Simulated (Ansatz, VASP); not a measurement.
# One calculation of AlN, two programs

INCAR

```
PREC     = Accurate       # precision mode
ENCUT    = 520            # plane-wave cutoff, eV
EDIFF    = 1E-7           # SCF threshold, eV
ISMEAR   = 0              # smearing method
SIGMA    = 0.05           # smearing width, eV
LREAL    = False          # projectors in reciprocal space
LASPH    = True           # aspherical terms in the spheres
NELM     = 80             # most SCF steps
ALGO     = Normal         # electronic algorithm
ISIF     = 2              # what is computed and relaxed
LWAVE    = False          # write WAVECAR
LCHARG   = False          # write CHGCAR
GGA      = PE             # functional
NBANDS   = 16             # bands
```

KPOINTS

```
regular mesh
0
Gamma
  8 8 6
```

The input POSCAR:

```
AlN
1.0
    0.0000000000     -2.0184234927     -2.0184234927
    0.0000000000      2.0184234927     -2.0184234927
    4.0368469854      0.0000000000      0.0000000000
Al N
2 2
Direct
    0.5057976238      0.4942023762      0.0000000000
   -0.0057976238      0.0057976238      0.5000000000
    0.4978966712      0.5021033288      0.5000000000
    0.0021033288      0.9978966712      0.0000000000
```

Input for Ansatz:

```yaml
crystal:
  lattice:
    - [0.0, -2.0184234927, -2.0184234927]
    - [0.0, 2.0184234927, -2.0184234927]
    - [4.0368469854, 0.0, 0.0]
  atoms:
    - { symbol: Al, position: [0.5057976238, 0.4942023762, 0.0] }
    - { symbol: Al, position: [-0.0057976238, 0.0057976238, 0.5] }
    - { symbol: "N", position: [0.4978966712, 0.5021033288, 0.5] }
    - { symbol: "N", position: [0.0021033288, 0.9978966712, 0.0] }
basis:
  ecutwfc: 520.0
kpoints:
  mp_grid: { grid: [8, 8, 6] }
hamiltonian:
  xc: pbe
  pseudopotentials: { kind: paw }
scf:
  occupations: { method: gaussian, width: 0.05 }
output:
  forces: true
  stress: true
  eigenvalues: true
```

Change from the starting cell: mode 4 frozen in at -0.024 Å, equal normal strain along x, y and z -0.0083.

Alike in both runs: task single point; functional PBE; k mesh 8 × 8 × 6; occupations gaussian, width 0.05 eV; no spin polarisation.

|  | VASP | Ansatz |
| --- | --- | --- |
| version | VASP 6.6.1 | Ansatz 0.2.0 |
| potentials or method | VASP PAW PBE potentials, release 64 (Al, N) | scalar-relativistic, plane waves, PAW |
| plane-wave cutoff (eV) | 520 | 520 |
| valence electrons in the cell | 16 | 16 |

```csv
,VASP,Ansatz,Ansatz less VASP
gap on the k mesh at the Fermi level (eV),4.65,4.67,+0.023
least direct gap on the mesh (eV),4.65,4.67,+0.023
pressure (GPa),6.4,6.7,+0.30
largest component of the traceless stress (GPa),0.09,0.09,-0.001
rms of the force components (eV/Å),0.106,0.106,+0.0001
```

Atom by atom the forces differ by 0.000 eV/Å (rms over components).

A k mesh can miss the band edges.
